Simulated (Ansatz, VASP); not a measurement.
# ZrS in VASP and in Ansatz

```
Zr S
1.0
     0.00000    2.56823    2.56823
     2.56823    0.00000    2.56823
     2.56823    2.56823    0.00000
Zr S
1 1
Cartesian
  0.0000 0.0000 0.0000
  2.5682 2.5682 2.5682
```

Alike in both runs: functional LDA; k mesh 14 × 14 × 14; occupations fermi-dirac, width 0.15 eV; no spin polarisation.

Ansatz relaxed the structure, and its values are those at the end. VASP's run is a single point on that final structure, the one shown.

|  | VASP | Ansatz |
| --- | --- | --- |
| version | VASP 6.6.1 | Ansatz 0.2.0 |
| potentials or method | VASP PAW LDA potentials, release 64 (Zr_sv, S) | scalar-relativistic, plane waves, PAW |
| plane-wave cutoff (eV) | 520 | 420 |
| valence electrons in the cell | 18 | 18 |

Ansatz gave:

| Quantity | Value |
| --- | --- |
| gap on the k mesh at the Fermi level (eV) | none |
| pressure (GPa) | 0.0 |

Task: What did VASP give for the same quantities?

Result: gap on the k mesh at the Fermi level (eV): none; pressure (GPa): 0.3.

A gap of «none» marks a metal or a gap that the smearing closes.
